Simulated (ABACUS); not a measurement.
Pb: equation of state with PBE

Crystal: Pb.

```
Pb
1.0
    -1.97966    1.97966    1.97966
     1.97966   -1.97966    1.97966
     1.97966    1.97966   -1.97966
Pb
1
Direct
  0.00000 0.00000 0.00000
```

This isn't the form of Pb at room conditions, which is fcc.

* Program: ABACUS 3.10.1
* Task: equation of state
* Functional: PBE
* Potentials or basis: PseudoDojo NC SR 0.4.1 PBE standard
* Cutoff: 857 eV
* Density cutoff: 3429 eV
* Basis: plane waves
* k mesh: 9 × 9 × 9
* Occupations: fermi-dirac, width 0.05 eV
* Spin: no spin polarisation
* Radial cutoff of the potentials (pseudo_rcut): 10 bohr
* SCF threshold on the density: 1e-08
* Max SCF steps: 100
* Eigensolver: dav
* Mixing: broyden
* Mixing share: 0.7
* Symmetry key: 1
* Bands: 11

```
Equilibrium volume                      : 31.66 Å³/atom
Bulk modulus                            : 38 GPa
Pressure derivative of the bulk modulus : 6.0
```

Energy against volume, from the lowest point:
```
volume (Å³/atom)  energy (meV/atom)
          29.172              27.92
          29.792              14.98
          30.413               6.35
          31.034               1.51
          31.654               0.00
          32.275               1.37
          32.896               5.25
```

All runs of the series together: 24 s on 4 threads of Intel(R) Xeon(R) 6975P-C (Granite Rapids) (shared host).

The run has no spin-orbit coupling, so splittings on Pb are missing.
